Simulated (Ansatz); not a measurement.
Runs of Ansatz 0.2.0 on NiO. Symmetry: Fm-3m, No. 225, cubic system. Conventional cell: a = 4.172 Å, b = 4.172 Å, c = 4.172 Å, α = 90.00°, β = 90.00°, γ = 90.00°. Around Ni (site symmetry m-3m) lie 6 O at 2.09 Å. O (site symmetry m-3m) has 6 Ni at 2.09 Å as nearest neighbours. 

```csv
level,U,k mesh,cutoff (eV),hubbard projectors,double counting,mesh quality,gap on the mesh (eV),pressure (GPa),moment (μB)
PBE,-,6 × 6 × 6,420,-,-,coarse,none,5.6,1.73
r2SCAN,-,6 × 6 × 6,500,-,-,coarse,(a),2.7,2.00
PBEsol,-,11 × 11 × 11,420,-,-,not flagged,none,-7.4,1.40
PBEsol+U,Ni d U = 6 eV,11 × 11 × 11,420,ortho-atomic (the default),fll (the default),not flagged,(b),4.1,2.00
BLYP,-,6 × 6 × 6,420,-,-,coarse,none,14.0,1.72
```

Alike in all rows: task projected density of states; potentials or basis Ansatz PAW; spin collinear, ferromagnetic start; cell as given; smearing fermi-dirac 0.05 eV.

Q: Estimate the missing entries.

A: (a) 0.78; (b) 1.93.

Caveats: some runs use coarse meshes; a cell with one magnetic atom can't hold antiferromagnetic order, which such compounds often take; the PAW data sets come from PBE, with cores solved anew for the run's functional, which leaves a small shift of forces and pressure (some runs); semilocal functionals often make such compounds metallic where correlation or magnetic order opens a gap, which also shifts bond lengths (some runs); the magnetic or orbital state may not be the lowest (some runs); odd divisions of the mesh miss points on the zone boundary, where band edges often lie, so the gap on the mesh can be too wide (some runs).

A k mesh can miss the band edges.

A gap of «none» marks a metal or a gap under the smearing width.
